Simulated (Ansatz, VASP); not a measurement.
# One calculation of Rh, two programs

The input INCAR:

```
  ALGO = Normal
  EDIFF = 1E-6
  EDIFFG = -0.005
  ENCUT = 600
  GGA = PE
  IBRION = 2
  ISIF = 3
  ISMEAR = 0
  LASPH = T
  LCHARG = F
  LREAL = F
  LWAVE = F
  NELM = 100
  NSW = 100
  PREC = Accurate
  SIGMA = 0.1
```

File KPOINTS:

```
k-points
0
Gamma
  18 18 6
```

POSCAR

```
Rh
1.0
    2.6917446234      0.0000000000      0.0000000000
   -1.3458723117      2.3311192244      0.0000000000
    0.0000000000      0.0000000000      8.7980701300
Rh
4
Direct
    0.0000000000      0.0000000000      0.0000000000
    0.3333333300      0.6666666700      0.2500000000
    0.0000000000      0.0000000000      0.5000000000
    0.6666666700      0.3333333300      0.7500000000
```

Input for Ansatz:

```yaml
crystal:
  lattice:
    - [2.6917446234, 0.0, 0.0]
    - [-1.3458723117, 2.3311192244, 0.0]
    - [0.0, 0.0, 8.79807013]
  atoms:
    - { symbol: Rh, position: [0.0, 0.0, 0.0] }
    - { symbol: Rh, position: [0.33333333, 0.66666667, 0.25] }
    - { symbol: Rh, position: [0.0, 0.0, 0.5] }
    - { symbol: Rh, position: [0.66666667, 0.33333333, 0.75] }
basis:
  ecutwfc: 420
kpoints:
  mp_grid: { grid: [18, 18, 6] }
hamiltonian:
  xc: pbe
scf:
  occupations: { method: gaussian, width: 0.1 }
output:
  forces: true
  stress: true
  eigenvalues: true
relax:
  adjacent_minimum: "off"
  f_tol: 0.005
  max_steps: 80
  cell: { stress_tol: 0.05 }
```

This isn't the form of Rh at room conditions, which is fcc.

Alike in both runs: task relaxation of cell and atoms; functional PBE; k mesh 18 × 18 × 6; occupations gaussian, width 0.1 eV; no spin polarisation.

|  | VASP | Ansatz |
| --- | --- | --- |
| version | VASP 6.6.1 | Ansatz 0.2.0 |
| potentials or method | VASP PAW PBE potentials, release 64 (Rh_pv) | scalar-relativistic, plane waves, PAW |
| plane-wave cutoff (eV) | 600 | 420 |
| valence electrons in the cell | 60 | 68 |

Ansatz gave:

* gap on the k mesh at the Fermi level, each at its own relaxed structure (eV): none
* relaxed volume (Å³/atom): 14.07
* relaxed cell length with the largest relative difference (Å): 2.711
* energy change over the relaxation (meV/atom): -4

Problem. What did VASP give for the same quantities?

Solution. gap on the k mesh at the Fermi level, each at its own relaxed structure (eV): none; relaxed volume (Å³/atom): 14.06; relaxed cell length with the largest relative difference (Å): 2.710; energy change over the relaxation (meV/atom): -4.

A gap of «none» marks a metal or a gap that the smearing closes. The two sets of potentials don't hold the same shells in valence.
